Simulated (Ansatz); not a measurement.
# Polar NaCl (111) films against thickness, part 2 of 4

At which thickness, if any, does a NaCl (111) film lose its gap?

Ansatz 0.2.0; plane-wave DFT, PBEsol, Ansatz PAW.

So far, gap on the k-mesh (eV): step 2 (relaxation, 2 atoms, units 1) 3.96.

## 3. The relaxed film, single point, 2 atoms, units 1

The film was relaxed beforehand; a single point on the relaxed positions gives its levels and potential.

input.yaml

```yaml
crystal:
  lattice:
    - [3.9880822495, -2.9e-09, 0.0]
    - [-1.9940411222, 3.4537805419, 0.0]
    - [0.0, 0.0, 19.6281277591]
  atoms:
    - { symbol: Na, position: [0.6666666667, 0.3333333333, 0.4822944644] }
    - { symbol: Cl, position: [0.0, 0.0, 0.5177055356] }
kpoints:
  mp_grid: { grid: [12, 12, 1] }
hamiltonian:
  xc: pbesol
scf:
  occupations: { method: fermi_dirac, width: 0.03 }
  convergence: { dr2_threshold: 1.0e-09 }
efield:
  axis: 3
  dipole_correction: true
  ramp_position: 0.97
  ramp_width: 0.06
output:
  eigenvalues: true
  dos: { projected: true, e_range: [-7, 7] }
  write_potential: true
  write_density: true
  volumetric_format: npy
```

Run with:

```bash
$ ansatz run input.yaml --threads 4 --pin off --max-ram 6144MiB --backend cpu --events-out ev --progress --plain --runs-dir out
```

Numbers of over 12 decimals in the logs are rounded to 6 here.

The program printed:

```text
[...]
Crystal: 2 atoms, lattice volume = 270.357 Å³
Basis set: ecut = 420 eV, 5345 PW (Γ)
Bands: 12, of which v1, the nominal top of the filled ones, is band 8 counted from 1 (7 counted from 0)
Symmetry: 6 space group operations
[...]
k-points: 19 of 144 (time reversal used)
[...]
SCF iter   1: F=—  HF=-2539.401573 eV  |F-HF|=—  |Δ(HF+E_count)|=         —  Δρ=1.54e-3  dr2=7.86e-3  ethr=1.77e-3  p=-0.272 e·Å  D=-1.82e-1 V/Å  ΔV_dip=3.57 eV  dr2_dipole=1.83e-4  V_vac-E_F(+/−)=6.29/2.72 eV  ⟨swp⟩=6.9  Hψ=1532  notcnv=0
[...]
SCF iter   8: F=-2539.401970 eV  HF=-2539.401970 eV  |F-HF|=9.82e-11  |Δ(HF+E_count)|=  8.04e-10  Δρ=2.06e-7  dr2=1.98e-10  ethr=6.25e-12  p=-0.267 e·Å  D=-1.79e-1 V/Å  ΔV_dip=3.51 eV  dr2_dipole=1.43e-11  V_vac-E_F(+/−)=6.18/2.67 eV  ⟨swp⟩=5.8  Hψ=918  notcnv=0
SCF 1 converged in 8 iterations: F = -2539.401970 eV  dr2 = 1.98e-10
[...]
WARN: The output density's exchange-correlation potential varies sharply where the density is thin. Do not read a vacuum level from v_tot or v_xc, or from such a field of the output density. On a cell that repeats whose density bears no net charge and no dipole along the vacuum's axis use v_es (v_loc + v_h of the components); under efield.dipole_correction with no amplitude use v_es + v_field, which holds any externa [...]
SCF converged after 8 iterations
Free energy (F): -2539.401970 eV
[...]
Internal energy: -2539.401970 eV  (E = F + TS)
E sigma→0 (E₀):  -2539.401970 eV
Fermi energy:    -3.195453 eV
Dipole field:    D = -0.178757 V/Å  (p = -0.267079 e·Å, saw-weighted, corrected)
Work function:   Φ+ = 6.1801 eV   Φ− = 2.6714 eV
[...]
--- Band table (eV; the first three rows and the last of 19) ---
  k-point 0: bands = [... 4 lower, -17.4174, -5.8661, -5.2039, -5.2039, -1.2462, 0.0117, 1.2255, 2.3431]
  k-point 1: bands = [... 4 lower, -17.4015, -5.8432, -5.3064, -5.2175, -1.1547, 0.1044, 1.3361, 2.4419]
  k-point 2: bands = [... 4 lower, -17.3577, -5.7872, -5.5578, -5.2542, -0.8930, 0.3749, 1.6455, 2.7137]
  k-point 18: bands = [... 4 lower, -17.1438, -6.0571, -6.0494, -5.4165, 2.2429, 2.3353, 2.9075, 3.9894]
```

Elapsed: 1.9 s, on 4 threads of Intel Xeon Platinum 8488C (Sapphire Rapids), shared host; peak memory 0.52 GiB.

In the SCF lines HF is the Harris–Foulkes energy and dr2 the Hartree energy of the density residual, in eV; the loop may stop once dr2 is under the threshold and the program's other checks hold. Hψ counts applications of the Hamiltonian.

Numbers from this step:

```yaml
gap_on_the_k_mesh: 3.958 eV
electron_affinity_upper_face: 4.231 eV
```

Running mean over 3.256 Å of the planar mean; the ramp of the sawtooth is left out. Table of electron's electrostatic potential energy less the Fermi level by z:

z (Å), electron's electrostatic potential energy less the Fermi level (eV) and a bar from the least value:
```
      3.0       2.67 ################
      3.5       2.67 ################
      4.0       2.67 ################
      4.5       2.67 ################
      5.0       2.67 ################
      5.5       2.67 ################
      6.0       2.66 ################
      6.5       2.65 ###############
      7.0       2.58 ###############
      7.5       2.25 ##############
      8.0       1.17 #########
      8.5      -0.20 ####
      9.0      -1.11 
      9.5      -1.12 
     10.0      -0.65 ##
     10.5       0.00 #####
     11.0       1.21 ##########
     11.5       3.10 #################
     12.0       4.83 ########################
     12.5       5.87 #############################
     13.0       6.12 ##############################
     13.5       6.17 ##############################
     14.0       6.18 ##############################
     14.5       6.18 ##############################
     15.0       6.18 ##############################
     15.5       6.18 ##############################
     16.0       6.18 ##############################
     16.5       6.18 ##############################
```

The density of states has structure finer than the step of the table below, so its rows give means over 0.2 eV, whole bins alone (the curve runs from -7 to 1.98 eV). Peaks (eV: height): -3.04: 5.63, -2.61: 13.2, -2.37: 9.49, -2.26: 21.5.

Table of density of states by energy, zero at the Fermi level of the run, which the smearing sets inside the gap; means over each step:

| energy (eV) | density of states (states/eV a cell) |
| --- | --- |
| -3.4 | 0 |
| -3.2 | 2.50 |
| -3.0 | 3.71 |
| -2.8 | 1.64 |
| -2.6 | 4.19 |
| -2.4 | 7.09 |
| -2.2 | 10.5 |
| -2.0 | 2.23 |
| -1.8 | 0 |

Projected DOS per atom over height of the atomic layer and energy from the Fermi level. Layers: Na Cl from below.

Values in states/eV, 22 rows by 2 columns, each cell a mean:
```
0.0 0.0
0.0 0.0
0.0 0.0
0.0 0.0
0.0 0.0
0.0 0.0
0.0 0.0
0.0 0.0
0.0 0.0
0.0 0.7
0.1 8.3
0.1 2.3
0.2 2.8
0.0 0.0
0.0 0.0
0.0 0.0
0.0 0.0
0.0 0.0
0.0 0.0
0.0 0.0
0.0 0.0
0.0 0.0
```
Columns: height of the atomic layer (Å) from 9.47 to 10.2; rows upwards: energy from the Fermi level (eV) from -6.95 to 1.96.

The vacuum levels of the two faces differ by 3.51 eV, and the gap is 3.96 eV.

## 4. Relaxing the film, 4 atoms, units 2

System of this step: NaCl (111), 2 units. The cell holds 4 atoms: 2 Na and 2 Cl. Cell: a = 3.988 Å, b = 3.988 Å, c = 22.884 Å, α = 90.0°, β = 90.0°, γ = 120.0°. It derives from NaCl (rocksalt NaCl). Vacuum lies along c.

The next thickness, treated alike, to follow how potential and charge build up across the film.

input.yaml, the sections that differ from step 3:

```yaml
crystal:
  lattice:
    - [3.98808225, 0.0, 0.0]
    - [-1.99404112, 3.45378054, 0.0]
    - [0.0, 0.0, 22.8843832773]
  atoms:
    - { symbol: Na, position: [0.66666667, 0.33333333, 0.3932812998] }
    - { symbol: Cl, position: [0.0, 0.0, 0.4644270999] }
    - { symbol: Na, position: [0.33333333, 0.66666667, 0.5355729001] }
    - { symbol: Cl, position: [0.66666667, 0.33333333, 0.6067187002] }
relax:
  f_tol: 0.01
  max_steps: 100
output:
  write_potential: true
  write_density: true
  volumetric_format: npy
# kpoints, hamiltonian, scf, efield: as in step 3
```

The program printed:

```text
[...]
Crystal: 4 atoms, lattice volume = 315.209 Å³
Basis set: ecut = 420 eV, 6221 PW (Γ), exchange–correlation on 54×54×320 points (8 copies of the dense FFT grid, shifted against one another)
Bands: 20, of which v1, the nominal top of the filled ones, is band 16 counted from 1 (15 counted from 0)
Symmetry: 6 space group operations
[...]
k-points: 19 of 144 (time reversal used)
[...]
SCF iter   1: F=—  HF=-5078.102438 eV  |F-HF|=—  |Δ(HF+E_count)|=         —  Δρ=5.52e-3  dr2=1.84e0  ethr=1.77e-3  p=-0.368 e·Å  D=-2.11e-1 V/Å  ΔV_dip=4.83 eV  dr2_dipole=8.15e-1  V_vac-E_F(+/−)=8.35/3.52 eV  ⟨swp⟩=9.4  Hψ=2305  notcnv=0
[...]
SCF iter  12: F=-5078.016029 eV  HF=-5078.016029 eV  |F-HF|=7.72e-10  |Δ(HF+E_count)|=   1.16e-9  Δρ=1.42e-7  dr2=7.58e-10  ethr=3.13e-12  p=-0.433 e·Å  D=-2.49e-1 V/Å  ΔV_dip=5.69 eV  dr2_dipole=2.41e-10  V_vac-E_F(+/−)=8.55/2.87 eV  ⟨swp⟩=6.0  Hψ=2010  notcnv=0
SCF 1 converged in 12 iterations: F = -5078.016029 eV  dr2 = 7.58e-10
[...]
relax step   1: F+E_penalty+E_count = -5078.01602933 eV  Δ(F+E_penalty+E_count) = +0.000e0 eV  max|allowed force component| = 1.096e0 eV/Å  Δτ_max = 0.0000 Å  (12 SCF iters, accepted)
[...]
SCF iter  13: F=-5078.387598 eV  HF=-5078.387598 eV  |F-HF|=1.08e-9  |Δ(HF+E_count)|=  5.38e-10  Δρ=1.21e-7  dr2=7.06e-11  ethr=3.13e-12  p=-0.448 e·Å  D=-2.57e-1 V/Å  ΔV_dip=5.88 eV  dr2_dipole=6.02e-12  V_vac-E_F(+/−)=8.52/2.64 eV  ⟨swp⟩=8.0  Hψ=2020  notcnv=0
SCF 2 converged in 13 iterations: F = -5078.387598 eV  dr2 = 7.06e-11
relax step   2: F+E_penalty+E_count = -5078.38759837 eV  Δ(F+E_penalty+E_count) = -3.716e-1 eV  max|allowed force component| = 7.710e-1 eV/Å  Δτ_max = 0.1284 Å  (13 SCF iters, accepted)
[...]
SCF iter  15: F=-5078.737673 eV  HF=-5078.737673 eV  |F-HF|=6.43e-10  |Δ(HF+E_count)|=   1.31e-9  Δρ=1.02e-7  dr2=6.10e-11  ethr=3.13e-12  p=-0.491 e·Å  D=-2.82e-1 V/Å  ΔV_dip=6.45 eV  dr2_dipole=2.63e-11  V_vac-E_F(+/−)=8.38/1.93 eV  ⟨swp⟩=7.2  Hψ=1956  notcnv=0
SCF 3 converged in 15 iterations: F = -5078.737673 eV  dr2 = 6.10e-11
relax step   3: F+E_penalty+E_count = -5078.73767278 eV  Δ(F+E_penalty+E_count) = -3.501e-1 eV  max|allowed force component| = 3.656e-1 eV/Å  Δτ_max = 0.1951 Å  (15 SCF iters, accepted)
[...]
relax step   4: F+E_penalty+E_count = -5078.83626443 eV  Δ(F+E_penalty+E_count) = -9.859e-2 eV  max|allowed force component| = 1.592e-1 eV/Å  Δτ_max = 0.1933 Å  (11 SCF iters, accepted)
[...]
relax step   5: F+E_penalty+E_count = -5078.84881772 eV  Δ(F+E_penalty+E_count) = -1.255e-2 eV  max|allowed force component| = 1.028e-1 eV/Å  Δτ_max = 0.1943 Å  (9 SCF iters, accepted)
[...]
relax step   6: F+E_penalty+E_count = -5078.85489366 eV  Δ(F+E_penalty+E_count) = -6.076e-3 eV  max|allowed force component| = 9.997e-3 eV/Å  Δτ_max = 0.0529 Å  (8 SCF iters, accepted)
SCF iter   1: F=—  HF=-5078.855066 eV  |F-HF|=—  |Δ(HF+E_count)|=         —  Δρ=2.12e-4  dr2=4.98e-4  ethr=2.49e-5  p=-0.498 e·Å  D=-2.86e-1 V/Å  ΔV_dip=6.54 eV  dr2_dipole=4.41e-5  V_vac-E_F(+/−)=7.70/1.16 eV  ⟨swp⟩=3.1  Hψ=951  notcnv=0
[...]
SCF iter   7: F=-5078.854964 eV  HF=-5078.854964 eV  |F-HF|=3.13e-10  |Δ(HF+E_count)|=   3.89e-9  Δρ=1.58e-7  dr2=7.86e-11  ethr=3.13e-12  p=-0.493 e·Å  D=-2.83e-1 V/Å  ΔV_dip=6.47 eV  dr2_dipole=4.03e-12  V_vac-E_F(+/−)=7.68/1.21 eV  ⟨swp⟩=7.7  Hψ=2111  notcnv=0
SCF 7 converged in 7 iterations: F = -5078.854964 eV  dr2 = 7.86e-11
relax step   7: F+E_penalty+E_count = -5078.85496377 eV  Δ(F+E_penalty+E_count) = -7.011e-5 eV  max|allowed force component| = 2.197e-3 eV/Å  Δτ_max = 0.0135 Å  (7 SCF iters, accepted)
NSCF: frozen V_eff on 19 k-points
[...]
SCF converged after 7 iterations
Free energy (F): -5078.854964 eV
[...]
Internal energy: -5078.854964 eV  (E = F + TS)
E sigma→0 (E₀):  -5078.854964 eV
Fermi energy:    -2.310481 eV
Dipole field:    D = -0.282942 V/Å  (p = -0.492871 e·Å, saw-weighted, corrected)
Work function:   Φ+ = 7.6801 eV   Φ− = 1.2052 eV
[...]
--- Forces (eV/Å), atoms counted from 1 ---
  atom   1  Na    -0.00000000    -0.00000000     0.00143517
  atom   2  Cl    -0.00000000    -0.00000000    -0.00190943
  atom   3  Na    -0.00000000    -0.00000000    -0.00171149
  atom   4  Cl     0.00000000    -0.00000000     0.00220044
  max |Σ_I F_I| component: 1.47e-5 eV/Å
--- Band table (eV; the first three rows and the last of 19) ---
  k-point 0: bands = [... 12 lower, -6.0547, -3.4312, -2.8098, -2.8098, -1.8698, -0.5838, 0.7235, 1.9253]
  k-point 1: bands = [... 12 lower, -6.0683, -3.4023, -2.9115, -2.8232, -1.7822, -0.4902, 0.8408, 2.0352]
  k-point 2: bands = [... 12 lower, -6.1050, -3.3352, -3.1644, -2.8596, -1.5301, -0.2194, 1.1623, 2.3366]
  k-point 18: bands = [... 12 lower, -6.2669, -3.6572, -3.6237, -3.0543, 1.5509, 1.6753, 2.2494, 3.3322]
--- Relaxed structure (7 steps of the walk, 7 accepted, 0 SCFs on fresh bases) ---
  F+E_penalty+E_count = -5078.85496377 eV   max|allowed force component| = 2.197e-3 eV/Å
  atoms:
    - { symbol: Na, position: [0.666667, 0.333333, 0.414141] }
    - { symbol: Cl, position: [1.3254006588034863e-17, -1.1876713772417328e-17, 0.443018] }
    - { symbol: Na, position: [0.333333, 0.666667, 0.556186] }
    - { symbol: Cl, position: [0.666667, 0.333333, 0.586654] }
```

Run time: 16 s. Hardware: 4 threads; peak memory 0.61 GiB.

Step by step:

| step | energy less that of the first step (eV) | largest force component (eV/Å) |
| --- | --- | --- |
| 1 | 0.0000 | 1.0958 |
| 2 | -0.3716 | 0.7710 |
| 3 | -0.7216 | 0.3656 |
| 4 | -0.8202 | 0.1592 |
| 5 | -0.8328 | 0.1028 |
| 6 | -0.8389 | 0.0100 |
| 7 | -0.8389 | 0.0022 |

Forces are held to the 6 operations that the run works with; a distortion that breaks them can't arise in this run.

The atoms that moved most (Å):

```
atom     dx     dy      dz  length
 Cl2  0.000  0.000  -0.490   0.490
 Na1  0.000  0.000   0.477   0.477
 Na3  0.000  0.000   0.472   0.472
 Cl4  0.000  0.000  -0.459   0.459
```

The relaxed structure:

```cif
data_structure
_symmetry_space_group_name_H-M 'P 1'
_symmetry_Int_Tables_number 1
_cell_length_a 3.9881
_cell_length_b 3.9881
_cell_length_c 22.8844
_cell_angle_alpha 90.000
_cell_angle_beta 90.000
_cell_angle_gamma 120.000
_cell_volume 315.21
loop_
_atom_site_label
_atom_site_type_symbol
_atom_site_fract_x
_atom_site_fract_y
_atom_site_fract_z
_atom_site_occupancy
Na1 Na 0.66667 0.33333 0.41414 1
Cl2 Cl 0.00000 0.00000 0.44302 1
Na3 Na 0.33333 0.66667 0.55619 1
Cl4 Cl 0.66667 0.33333 0.58665 1
```

Numbers from this step:

* dipole along the normal: -0.4929 e·Å
* step between the vacuum levels: 6.475 eV

The relaxation took 7 steps and lowered the energy by 0.84 eV; the largest force on the free atoms ends at 0.0022 eV/Å.

The gap is 0.94 eV.

## 5. Single point on the relaxed film, 4 atoms, units 2

The next thickness, treated alike, to follow how potential and charge build up across the film.

input.yaml, the sections that differ from step 4:

```yaml
crystal:
  lattice:
    - [3.9880822495, -2.9e-09, 0.0]
    - [-1.9940411222, 3.4537805419, 0.0]
    - [0.0, 0.0, 22.8843832773]
  atoms:
    - { symbol: Na, position: [0.6666666667, 0.3333333333, 0.4141413729] }
    - { symbol: Cl, position: [0.0, 0.0, 0.4430178276] }
    - { symbol: Na, position: [0.3333333333, 0.6666666667, 0.5561863157] }
    - { symbol: Cl, position: [0.6666666667, 0.3333333333, 0.5866544838] }
output:
  eigenvalues: true
  dos: { projected: true, e_range: [-7, 7] }
  write_potential: true
  write_density: true
  volumetric_format: npy
  elf: true
# kpoints, hamiltonian, scf, efield: as in step 4
# relax: removed
```

The program printed:

```text
[...]
Crystal: 4 atoms, lattice volume = 315.209 Å³
Basis set: ecut = 420 eV, 6221 PW (Γ)
Bands: 20, of which v1, the nominal top of the filled ones, is band 16 counted from 1 (15 counted from 0)
Symmetry: 6 space group operations
[...]
k-points: 19 of 144 (time reversal used)
[...]
SCF iter   1: F=—  HF=-5078.864478 eV  |F-HF|=—  |Δ(HF+E_count)|=         —  Δρ=2.16e-3  dr2=2.54e-2  ethr=1.77e-3  p=-0.417 e·Å  D=-2.40e-1 V/Å  ΔV_dip=5.48 eV  dr2_dipole=5.17e-3  V_vac-E_F(+/−)=7.20/1.72 eV  ⟨swp⟩=8.5  Hψ=2192  notcnv=0
[...]
SCF iter   9: F=-5078.854967 eV  HF=-5078.854967 eV  |F-HF|=1.36e-10  |Δ(HF+E_count)|=   1.40e-9  Δρ=1.57e-7  dr2=8.30e-11  ethr=3.13e-12  p=-0.493 e·Å  D=-2.83e-1 V/Å  ΔV_dip=6.47 eV  dr2_dipole=9.93e-13  V_vac-E_F(+/−)=7.68/1.21 eV  ⟨swp⟩=4.4  Hψ=1017  notcnv=0
SCF 1 converged in 9 iterations: F = -5078.854967 eV  dr2 = 8.30e-11
[...]
SCF converged after 9 iterations
Free energy (F): -5078.854967 eV
[...]
Internal energy: -5078.854967 eV  (E = F + TS)
E sigma→0 (E₀):  -5078.854967 eV
Fermi energy:    -2.311118 eV
Dipole field:    D = -0.282935 V/Å  (p = -0.492859 e·Å, saw-weighted, corrected)
Work function:   Φ+ = 7.6807 eV   Φ− = 1.2059 eV
[...]
--- Band table (eV; the first three rows and the last of 19) ---
  k-point 0: bands = [... 12 lower, -6.0547, -3.4312, -2.8098, -2.8098, -1.8710, -0.5822, 0.7189, 1.9218]
  k-point 1: bands = [... 12 lower, -6.0683, -3.4023, -2.9115, -2.8233, -1.7835, -0.4886, 0.8361, 2.0318]
  k-point 2: bands = [... 12 lower, -6.1050, -3.3352, -3.1645, -2.8596, -1.5313, -0.2177, 1.1572, 2.3338]
  k-point 18: bands = [... 12 lower, -6.2669, -3.6572, -3.6238, -3.0543, 1.5506, 1.6736, 2.2487, 3.3330]
```

It took 3.1 s on 4 threads; peak memory 0.62 GiB; 11 s of CPU time.

The density of states has structure finer than the step of the table below, so its rows give means over 0.25 eV, whole bins alone (the curve runs from -7 to 1.98 eV). Peaks (eV: height): -4.790: 8.59, -4.370: 4.80, -3.980: 14.9, -1.490: 9.12, -1.040: 8.22, -0.860: 11.9, -0.790: 21.2.

Table of density of states by energy, zero at the Fermi level of the run, which the smearing sets inside the gap; means over each step:

```csv
energy (eV),density of states (states/eV a cell)
-5.25,0
-5.00,1.79
-4.75,3.89
-4.50,2.12
-4.25,4.40
-4.00,9.12
-3.75,2.11
-3.50,0
-3.25,0
-3.00,0
-2.75,0
-2.50,0
-2.25,0
-2.00,0
-1.75,1.11
-1.50,4.33
-1.25,1.73
-1.00,5.24
-0.75,11.0
-0.50,2.47
-0.25,0
0.00,0
0.25,0
0.50,0.370
0.75,0.609
1.00,0.632
1.25,0.636
1.50,0.650
1.75,0.933
```

Projected DOS per atom over height of the atomic layer and energy from the Fermi level. Layers: Na Cl Na Cl from below.

Values in states/eV, 22 rows by 4 columns, each cell a mean:
```
0.4 0.1 0.0 0.0
0.3 0.1 0.0 0.0
0.3 0.1 0.0 0.0
0.2 0.0 0.0 0.0
0.0 0.0 0.0 0.0
0.0 0.0 0.0 0.0
0.0 0.0 0.0 6.6
0.0 0.1 0.1 4.1
0.0 0.0 0.2 2.9
0.0 0.0 0.0 0.3
0.0 0.0 0.0 0.0
0.0 0.0 0.0 0.0
0.0 0.0 0.0 0.0
0.0 0.1 0.0 0.0
0.0 7.1 0.0 0.0
0.1 3.5 0.0 0.0
0.2 2.8 0.0 0.0
0.0 0.4 0.0 0.0
0.0 0.0 0.0 0.0
0.0 0.0 0.0 0.0
0.0 0.0 0.0 0.0
0.0 0.0 0.0 0.0
```
Columns: height of the atomic layer (Å) from 9.48 to 13.4 (not evenly spaced); rows upwards: energy from the Fermi level (eV) from -6.95 to 1.96.

ELF in the ca plane at fractional y = 0.333, with atoms of Na and Cl within 0.2 Å of it. It is the smooth field of the valence electrons, not physical close to the nuclei.

Values, 6 rows by 16 columns, each cell a mean:
```
0.00 0.00 0.00 0.00 0.00 0.00 0.02 0.16 0.16 0.08 0.41 0.81 0.77 0.27 0.02 0.00
0.00 0.00 0.00 0.00 0.00 0.00 0.05 0.48 0.34 0.05 0.65 0.66 0.82 0.42 0.03 0.00
0.00 0.00 0.00 0.00 0.00 0.00 0.04 0.47 0.28 0.04 0.62 0.76 0.83 0.40 0.03 0.00
0.00 0.00 0.00 0.00 0.00 0.01 0.03 0.10 0.27 0.13 0.26 0.68 0.66 0.20 0.01 0.00
0.00 0.00 0.00 0.00 0.00 0.02 0.16 0.52 0.74 0.35 0.02 0.08 0.10 0.02 0.00 0.00
0.00 0.00 0.00 0.00 0.00 0.02 0.12 0.41 0.67 0.30 0.03 0.19 0.24 0.04 0.00 0.00
```
Columns run along c (16.0 Å, from fractional 0.08 to 0.78 of the cell), rows up along a (4.0 Å). Atoms in or near the plane, at fractional coordinates: Na at (0.41, 0.67), Cl at (0.59, 0.67).

Electrostatic potential energy in the ca plane at fractional y = 0.333, with atoms of Na and Cl within 0.2 Å of it. With pseudopotentials it is smooth inside the atoms' cores, unlike the true potential.

Ten even steps from '0' (-38 eV) to '9' (4 eV), each cell a mean:
```
99999999999999988888878889999998889999999999
99999999999999988887535789999973137999999999
99999999999999888875000589999830004999999999
99999999999999888875000589999830004899999999
99999999999999888887424789999962027999999999
99999999999999988888778889999988789999999999
99999999999999998888888899999999999999999999
99999999999999999999988889999889999999999999
99999999999999999999988889999889999999999999
99999999999999999888888899999999999999999999
```
Columns run along c (16.0 Å, from fractional 0.08 to 0.78 of the cell; values clipped at the 3rd and 97th percentile), rows up along a (4.0 Å). Atoms in or near the plane, at fractional coordinates: Na at (0.41, 0.67), Cl at (0.59, 0.67).

Valence density in the ca plane at fractional y = 0.333, with atoms of Na and Cl within 0.2 Å of it. It is the smooth field of the valence electrons, not physical close to the nuclei.

Ten steps, logarithmic in the rise over the least value, from '0' (0 e/Å³) to '9' (16 e/Å³), each cell a mean:
```
00000000000000000000011100000122321000000000
00000000000000000001454100000234543100000000
00000000000000000003898300001245454200000000
00000000000000000004898400001244354200000000
00000000000000000001465100001235543100000000
00000000000000000000111100000123331000000000
00000000000000000000011110000011110000000000
00000000000000000000012211000000000000000000
00000000000000000000012211000000000000000000
00000000000000000000011110000001110000000000
```
Columns run along c (16.0 Å, from fractional 0.08 to 0.78 of the cell), rows up along a (4.0 Å). Atoms in or near the plane, at fractional coordinates: Na at (0.41, 0.67), Cl at (0.59, 0.67).

The vacuum levels of the two faces differ by 6.47 eV, and the gap is 0.94 eV.

[end of part 2 of 4]

[Logs are printed without paths, hosts, clocks, repeated set-up lines and the standing remarks that a program may print on its own settings, such as how far it seeks lower states.]

[Hosts, paths, dates, database ids (printed as entryN), source tags and the programs' standing remarks are cut or masked in the printed files.]

[Maps of the electrostatic potential energy from Ansatz leave out the sawtooth potential of an applied field or a dipole correction, so their vacuum need not be flat; planar profiles and work functions include it.]

[The density of states shown here was stored with 400 of the rows of the run's finer table, so its peaks can read low, often by over a quarter, or be missed, and its means over a window can be off by a tenth or more.]
